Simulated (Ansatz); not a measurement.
Input for Ansatz (plane-wave DFT, PAW):

```yaml
crystal:
  lattice:
    - [2.9651579866, 0.0, 0.0]
    - [0.0, 2.9651579866, 0.0]
    - [0.0, 0.0, 6.3631495672]
  atoms:
    - { symbol: In, position: [0.0, 0.0, 0.0] }
    - { symbol: Sb, position: [0.0, 0.0, 0.5] }
basis:
  ecutwfc: 420
kpoints:
  mp_grid: { grid: [14, 14, 8] }
hamiltonian:
  xc: pbe
scf:
  occupations: { method: gaussian, width: 0.1 }
output:
  forces: true
  stress: true
  eigenvalues: true
```

Run as
```bash
ansatz run input.yaml --threads 1 --pin off --max-ram 1331MiB --backend cpu --events-out ev --progress --plain --runs-dir out
```

Computed with DFT PBE, scalar-relativistic, plane waves, PAW in Ansatz 0.2.0.

Part of what the program printed, abridged:

```
Pseudopotentials: kind: paw
Pseudopotential: In, paw, valence charge 13, recommended cutoff 420 eV (normal)
Pseudopotential: Sb, paw, valence charge 15, recommended cutoff 420 eV (normal)
Functional definition: PBE
Crystal: 2 atoms, lattice volume = 55.946 Å³
Basis set: ecut = 420 eV, 1065 PW (Γ), exchange–correlation on 40×40×90 points (8 copies of the dense FFT grid, shifted against one another)
Bands: 18, of which v1, the nominal top of the filled ones, is band 14 counted from 1 (13 counted from 0)
Symmetry: 16 space group operations
Space group: P4/mmm (ITA 123), of the structure as read, at distance tolerance 3.8e-5 Å
k-points: 180 of 1568
Initial density: superposition of atomic densities (neutral atoms: chi_scale 0, normalization atom), corrected by the library's trained network
Initial wavefunctions: pseudopotential atomic-orbital guess
Functional: x = pbe(κ = 0.804, μ = 0.21951497), c = pbe(β = 0.06672455)
SCF iter   1: F=—  HF=-12082.114529 eV  |F-HF|=—  |Δ(HF+E_count)|=         —  Δρ=1.29e-3  dr2=3.32e-3  ethr=1.77e-3  ⟨swp⟩=5.8  Hψ=16186  notcnv=0
SCF iter   2: F=—  HF=-12082.112723 eV  |F-HF|=—  |Δ(HF+E_count)|=   1.81e-3  Δρ=8.23e-4  dr2=1.40e-3  ethr=1.18e-5  ⟨swp⟩=2.0  Hψ=6639  notcnv=0  defer=1
SCF iter   3: F=—  HF=-12082.112627 eV  |F-HF|=—  |Δ(HF+E_count)|=   9.56e-5  Δρ=5.05e-4  dr2=1.32e-4  ethr=5.00e-6  ⟨swp⟩=2.8  Hψ=5825  notcnv=0  defer=1
SCF iter   4: F=—  HF=-12082.112583 eV  |F-HF|=—  |Δ(HF+E_count)|=   4.40e-5  Δρ=2.64e-4  dr2=2.43e-5  ethr=4.72e-7  ⟨swp⟩=2.1  Hψ=5723  notcnv=0  defer=1
SCF iter   5: F=—  HF=-12082.112571 eV  |F-HF|=—  |Δ(HF+E_count)|=   1.20e-5  Δρ=5.62e-5  dr2=1.83e-6  ethr=8.66e-8  ⟨swp⟩=2.0  Hψ=5743  notcnv=0  defer=1
SCF iter   6: F=—  HF=-12082.112572 eV  |F-HF|=—  |Δ(HF+E_count)|=   4.16e-7  Δρ=3.57e-5  dr2=4.58e-7  ethr=6.53e-9  ⟨swp⟩=2.1  Hψ=3903  notcnv=0  defer=1
SCF iter   7: F=-12082.112571 eV  HF=-12082.112572 eV  |F-HF|=7.22e-8  |Δ(HF+E_count)|=   1.73e-7  Δρ=1.38e-5  dr2=6.80e-8  ethr=3.57e-10  ⟨swp⟩=3.6  Hψ=13425  notcnv=0
SCF 1 converged in 7 iterations: F = -12082.112571 eV  dr2 = 6.80e-8
SCF converged after 7 iterations
Free energy (F): -12082.112571 eV
Harris-Foulkes:  -12082.112572 eV  (|F-HF|=7.22e-8)
Internal energy: -12082.105771 eV  (E = F + TS)
E sigma→0 (E₀):  -12082.109171 eV
Entropy (-TS):   -0.006800 eV (-3.400 meV/atom)
Fermi energy:    10.118305 eV
--- Per-component energies (eV) ---
  E_band       = -192.511055
  E_kinetic    = 449.630775
  E_local      = -2703.045930  (includes V_loc(G=0)·N_el)
  E_nonlocal   = 728.497038
  E_hartree    = 1161.803468
  E_xc         = -354.683367
  E_vxc        = -196.656489  (∫ρ·V_xc dr)
  E_paw        = -8728.196626  (= ΣΔE_a)
  E_vpaw       = -794.558804  (= ΣTr[D̂ρ^β])
  E_aug_tail   = 0.000024  (compensation charges beyond the density's cutoff)
  E_ewald      = -2636.111153
  E_smearing   = -0.006800  (= −TS)
--- Forces (eV/Å), atoms counted from 1 ---
  atom   1  In     0.00000000     0.00000000     0.00000000
  atom   2  Sb     0.00000000     0.00000000     0.00000000
--- Stress (GPa, compression-positive) ---
        6.048037       0.000000       0.000000
        0.000000       6.048037       0.000000
        0.000000       0.000000      -0.823713
  P = ⅓ Tr σ = 3.7575 GPa (37.575 kbar)
--- Band table (eV; the first three rows and the last of 180) ---
  k-point 0: bands = ["-19.2102", "-19.0204", "-18.9321", "-18.9161", "-18.9161", "-5.1050", "-4.8056", "-4.3529", "-4.3529", "-4.2344", "-2.0213", "2.6300", "5.2026", "14.1850", "14.9368", "14.9368", "17.8849", "18.6026"]
  k-point 1: bands = ["-19.2102", "-19.0203", "-18.9321", "-18.9161", "-18.9161", "-5.1050", "-4.8032", "-4.3530", "-4.3530", "-4.2344", "-2.0078", "2.4187", "5.5759", "13.4487", "14.9549", "14.9549", "18.6084", "18.6503"]
  k-point 2: bands = ["-19.2102", "-19.0202", "-18.9321", "-18.9161", "-18.9161", "-5.1050", "-4.7974", "-4.3531", "-4.3531", "-4.2344", "-1.9737", "2.0259", "6.4559", "12.0507", "14.9999", "14.9999", "18.6226", "19.2730"]
  k-point 179: bands = ["-19.0921", "-18.9876", "-18.9876", "-18.8795", "-18.8307", "-4.8508", "-4.6200", "-4.6200", "-4.3414", "-3.9885", "4.5196", "7.1773", "7.1773", "9.1801", "10.4149", "10.4149", "13.0293", "14.8411"]
```

Self-consistency was reached.